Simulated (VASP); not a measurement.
Runs of VASP 6.6.1 on Sn. The structure is hexagonal, space group P6_3/mmc (No. 194). Conventional cell: a = 5.146 Å, b = 5.146 Å, c = 5.983 Å, α = 90.00°, β = 90.00°, γ = 120.00°. Around Sn (site symmetry -6m2) lie 5 Sn at 2.97 to 2.99 Å. Sn (site symmetry -6m2) has 3 Sn at 2.97 Å as nearest neighbours. The cell was built by a generator and needn't be a form met in nature.

```csv
task,cell,k mesh,cutoff (eV),gap on the mesh (eV),pressure (GPa),relaxed volume (Å³/atom),largest force (eV/Å)
single point,"P6_3/mmc, 34.3 Å³/atom",6 × 6 × 4,520,none,-0.2,-,-
relaxation of cell and atoms,relaxed,4 × 4 × 4,600,none,-0.2,(b),0.04
single point,"P2_13, 28.1 Å³/atom",4 × 4 × 4,520,none,-0.1,-,(a)
single point,"P2_13, 41.19 Å³/atom",4 × 4 × 4,520,none,-7.5,-,0.26
relaxation of cell and atoms,relaxed,6 × 6 × 4,600,none,0.0,34.14,-
single point,"P6_3/mmc, 38.21 Å³/atom",6 × 6 × 2,520,none,33.1,-,-
```

Alike in all rows: level PBE; potentials or basis VASP PAW PBE potentials, release 64 (Sn_d); no spin polarisation; smearing gaussian 0.1 eV.

Question: Fill in the values left out.

Answer: (a) 0.01; (b) 28.19.

Caveats: the volume moved by over 15 % at a fixed basis, so the end points are rough (some runs); a pressure of tens of GPa on the cell as given is suspect, and the run, the potentials or the cell itself is likely at fault (some runs).

A k mesh can miss the band edges, and the runs leave out spin-orbit coupling on Sn.

A gap of «none» marks a metal or a gap under the smearing width.
